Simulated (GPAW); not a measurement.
Runs of GPAW 26.7.0 on TiO2 (Anatase). The structure is tetragonal, space group I4_1/amd (No. 141). Conventional cell: a = 3.784 Å, b = 3.784 Å, c = 9.515 Å, α = 90.00°, β = 90.00°, γ = 90.00°. Ti (site symmetry -4m2) has 6 O at 1.93 to 1.98 Å as nearest neighbours. O (site symmetry 2mm) has 3 Ti at 1.93 to 1.98 Å as nearest neighbours. 

| task | level | potentials or basis | cell | k mesh | cutoff (eV) | smearing | response ecut | maxiter | response k mesh | response bands | kernels | other keys | gap on the mesh (eV) | pressure (GPa) | largest force (eV/Å) |
| --- | --- | --- | --- | --- | --- | --- | --- | --- | --- | --- | --- | --- | --- | --- | --- |
| dielectric tensor | LDA | the program's PAW data sets (release 1.2.1) made for this functional, pw | as given | 8 × 8 × 8 | 600 | fermi-dirac 0.001 eV | 80 eV | 150 | 11 × 11 × 11 | 72 | ["RPA", "ALDA", "LR0.1"] | - | 2.07 | - | - |
| single point | LDA | the program's PAW data sets (release 1.2.1) made for this functional, pw | as given | 8 × 8 × 8 | 600 | fermi-dirac 0.05 eV | - | 120 | - | - | - | - | 2.07 | (a) | 0.09 |
| single point | PBE | GPAW PAW data sets (gpaw-data 1.2.1), pw | as given | 8 × 8 × 8 | 600 | fermi-dirac 0.05 eV | - | 120 | - | - | - | - | 2.17 | (b) | 0.13 |
| phonons | optPBE-vdW | GPAW PAW data sets (gpaw-data 1.2.1), pw | atoms relaxed | 7 × 7 × 7 | 800 | fermi-dirac 0.05 eV | - | 80 | - | - | - | several, not listed | 2.08 | - | - |
| dielectric tensor | PBE | GPAW PAW data sets (gpaw-data 1.2.1), pw | as given | 8 × 8 × 8 | 600 | fermi-dirac 0.001 eV | 80 eV | 150 | 11 × 11 × 11 | 72 | ["RPA", "LR0.1", "LR0.3"] | - | 2.17 | - | - |

Alike in all rows: no spin polarisation.

Fill in the values left out.

(a) -11.4; (b) 0.7.

Caveats: an odd mesh through Γ misses points on the zone boundary, where band edges often lie (some runs); the long-wavelength limit can be off by several per cent where d states take part (some runs); the cutoff is short for stress and forces, so pressures can be off by a GPa or more (some runs); the LO-TO splitting is left out (some runs); the PAW data sets were made with another functional, which shifts forces and pressure a little (some runs).
